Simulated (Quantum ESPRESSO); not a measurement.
A calculation with Quantum ESPRESSO 7.5 of Bi (ASE script, structure from a P1 CIF):

File run.py:

```python
import numpy as np
from ase.calculators.espresso import Espresso, EspressoProfile
from ase.io import read

atoms = read('Bi.cif')

input_data = {
    'control': {'calculation': 'scf', 'prefix': 'pwscf', 'outdir': './tmp', 'tprnfor': True, 'tstress': True, 'disk_io': 'nowf'},
    'system': {'ecutwfc': 55.0, 'ecutrho': 440.0, 'nbnd': 13, 'occupations': 'smearing', 'smearing': 'fd', 'degauss': 0.00367493},
    'electrons': {'conv_thr': 2e-10, 'electron_maxstep': 120, 'mixing_beta': 0.5},
}
pseudopotentials = {'Bi': 'Bi_pbe_v1.uspp.F.UPF'}
profile = EspressoProfile(command='pw.x', pseudo_dir='pseudo')
atoms.calc = Espresso(profile=profile, input_data=input_data, pseudopotentials=pseudopotentials, kpts=(9, 9, 9), koffset=(0, 0, 0))

print(f'energy {atoms.get_potential_energy():.8f} eV')
print('forces (eV/A)')
print(np.round(atoms.get_forces(), 6))
print('stress (eV/A^3, Voigt)')
print(np.round(atoms.get_stress(), 8))
print(f'Fermi level {atoms.calc.get_fermi_level():.4f} eV')
```

Bi.cif

```cif
data_Bi
_cell_length_a 3.43193835
_cell_length_b 3.43193835
_cell_length_c 3.43193835
_cell_angle_alpha 109.47122063
_cell_angle_beta 109.47122063
_cell_angle_gamma 109.47122063
_space_group_name_H-M_alt 'P1'
_space_group_name_Hall 'P 1'
_space_group_IT_number 1
loop_
_space_group_symop_operation_xyz
'x,y,z'
loop_
_atom_site_label
_atom_site_type_symbol
_atom_site_symmetry_multiplicity
_atom_site_Wyckoff_symbol
_atom_site_fract_x
_atom_site_fract_y
_atom_site_fract_z
_atom_site_occupancy
Bi1 Bi 1 a 0.0000000000 0.0000000000 0.0000000000 1
```

Potentials or basis: SSSP 1.3 efficiency PBE.

The run is started by

```console
$ OMP_NUM_THREADS=1 python run.py
```

This isn't the form of Bi at room conditions, which is rhombohedral.

**Question.** Write the same calculation in another form: native input, structure typed inline.

**Answer.** As run:

Contents of pw.in:

```
&CONTROL
  calculation = 'scf'
  prefix = 'pwscf'
  outdir = './tmp'
  pseudo_dir = './pseudo'
  tprnfor = .true.
  tstress = .true.
  disk_io = 'nowf'
/
&SYSTEM
  ibrav = 0
  nat = 1
  ntyp = 1
  ecutwfc = 55
  ecutrho = 440
  nbnd = 13
  occupations = 'smearing'
  smearing = 'fd'
  degauss = 0.00367493
/
&ELECTRONS
  conv_thr = 2d-10
  electron_maxstep = 120
  mixing_beta = 0.5
/
ATOMIC_SPECIES
Bi   208.9804 Bi_pbe_v1.uspp.F.UPF
CELL_PARAMETERS angstrom
  -1.9814305318    1.9814305318    1.9814305318
   1.9814305318   -1.9814305318    1.9814305318
   1.9814305318    1.9814305318   -1.9814305318
ATOMIC_POSITIONS crystal
Bi     0.0000000000    0.0000000000    0.0000000000
K_POINTS automatic
9 9 9 0 0 0
```

Potentials or basis: SSSP 1.3 efficiency PBE.

The run is started by

```bash
$ OMP_NUM_THREADS=1 pw.x -in pw.in > pw.out
```

Both were run:

|  | ASE script, structure from a P1 CIF | native input, structure typed inline |
| --- | --- | --- |
| Pressure | 0.6 GPa | 0.6 GPa |
| Band gap on the k mesh | none (metal or under the smearing width) | none (metal or under the smearing width) |

Keys that steer only the numerical path or the files written may differ.

Caveat: spin-orbit coupling is left out, which moves the levels of the heavy elements.
